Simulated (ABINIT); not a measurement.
BAs:

```xyz
2
Lattice="0.0000 2.3885 2.3885 2.3885 0.0000 2.3885 2.3885 2.3885 0.0000" Properties=species:S:1:pos:R:3 pbc="T T T"
As    3.5827    3.5827    3.5827
B     0.0000    0.0000    0.0000
```

Base run:

- Program: ABINIT 10.8.3 (patched build)
- Functional: HSE06
- Potentials or basis: SG15 NC PBE v1.2
- Cutoff: 490 eV
- k mesh: 6 × 6 × 6
- Occupations: fixed
- Spin: no spin polarisation

Its results: band gap on the k mesh 1.95 eV, indirect (least direct gap 4.11 eV).

**Question.** The run is repeated on the same cell with these changes: functional from HSE06 to PBE-EpsX; k mesh from 6 × 6 × 6 to 8 × 8 × 8. What comes out?

**Answer.** Band gap on the k mesh 1.75 eV, indirect (least direct gap 3.91 eV).

Several settings changed at once, so the effect can't be laid on one alone.

Caveats: Libxc's HSE differs a little from that of other programs (some runs).

A k mesh can miss the band edges.
